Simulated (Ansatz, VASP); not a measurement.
## MnS: VASP beside Ansatz

Contents of INCAR:

```
SYSTEM = MnS
PREC = Accurate ; ENCUT = 520
EDIFF = 1E-7 ; ISMEAR = -1
SIGMA = 0.05 ; LREAL = .FALSE.
LASPH = .TRUE. ; NELM = 150
ALGO = Normal ; ISIF = 2
LWAVE = .FALSE. ; LCHARG = .FALSE.
ISPIN = 2 ; MAGMOM = 4 0
LORBIT = 11 ; LMAXMIX = 4
GGA = PE ; NBANDS = 20
```

The input KPOINTS:

```
regular mesh
0
G
  9 9 9
  0 0 0
```

The input POSCAR:

```
MnS
1.0
    1.7926386741      1.0349804211      2.9102722341
   -1.7926386741      1.0349804211      2.9102722341
    0.0000000000     -2.0699608421      2.9102722341
Mn S
1 1
Direct
    0.0000000000      0.0000000000      0.0000000000
    0.5000000000      0.5000000000      0.5000000000
```

The input input.yaml:

```yaml
crystal:
  lattice:
    - [1.7926386741, 1.0349804211, 2.9102722341]
    - [-1.7926386741, 1.0349804211, 2.9102722341]
    - [0.0, -2.0699608421, 2.9102722341]
  atoms:
    - { symbol: Mn, position: [0.0, 0.0, 0.0], spin: 4.0 }
    - { symbol: S, position: [0.5, 0.5, 0.5] }
hamiltonian:
  xc: pbe
  pseudopotentials: { kind: paw }
magnetization:
  spin_polarized: true
kpoints:
  mp_grid: { grid: [9, 9, 9] }
scf:
  occupations: { method: fermi_dirac, width: 0.05 }
output:
  forces: true
  stress: true
  eigenvalues: true
```

Change from the starting cell: volume scaled by 0.94.

Alike in both runs: task single point; functional PBE; k mesh 9 × 9 × 9; occupations fermi-dirac, width 0.05 eV; collinear spin, ferromagnetic start.

|  | VASP | Ansatz |
| --- | --- | --- |
| version | VASP 6.6.1 | Ansatz 0.2.0 |
| potentials or method | VASP PAW PBE potentials, release 64 (Mn_pv, S) | Ansatz PAW |
| plane-wave cutoff (eV) | 520 | 420 |
| valence electrons in the cell | 19 | 21 |

VASP gave:

```
gap on the k mesh at the Fermi level (eV)                     : none
pressure (GPa)                                                : 1.5
largest component of the traceless stress (GPa)               : 0.29
net moment per atom (μB)                                      : 2.22
size of the moment on the site where the two differ most (μB) : 4.06
```

Estimate Ansatz's values.

gap on the k mesh at the Fermi level (eV): none; pressure (GPa): 1.5; largest component of the traceless stress (GPa): 0.29; net moment per atom (μB): 2.22; size of the moment on the site where the two differ most (μB): 3.97.

Site moments also hang on the region over which each program counts them. A gap of «none» marks a metal or a gap that the smearing closes. With one functional, cell and mesh, what is left measures potentials, basis and numerics. The two sets of potentials don't hold the same shells in valence.

Caveats: a cell with one magnetic atom can't hold antiferromagnetic order, which such compounds often take; semilocal functionals often make such compounds metallic where correlation or magnetic order opens a gap, which also shifts bond lengths.
